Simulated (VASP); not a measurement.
Runs of VASP 6.6.1 on H. It takes space group Cmce (No. 64, orthorhombic). The conventional cell has a = 5.212 Å, b = 5.099 Å, c = 4.114 Å, α = 90.00°, β = 90.00°, γ = 90.00°. H (site symmetry m) is surrounded by 1 H at 0.74 Å. 

```csv
cell,gap on the mesh (eV),pressure (GPa),largest force (eV/Å)
"Cmce, 13.67 Å³/atom",10.24,0.1,0.16
"Cmce, 14.09 Å³/atom",10.21,-0.3,0.11
"Cmce, 13.25 Å³/atom",10.28,(a),0.45
"Cmce, 14.5 Å³/atom",(b),-0.6,0.37
```

Alike in all rows: task single point; level r2SCAN; potentials or basis VASP PAW PBE potentials, release 64 (H); no spin polarisation; k mesh 5 × 5 × 4; cutoff (eV) 520; smearing gaussian 0.01 eV.

**Question.** Estimate the missing entries.

**Answer.** (a) 0.5; (b) 10.17.

Caveats: the PAW data sets were made with another functional, which shifts forces and pressure a little; an odd mesh through Γ misses points on the zone boundary, where band edges often lie.
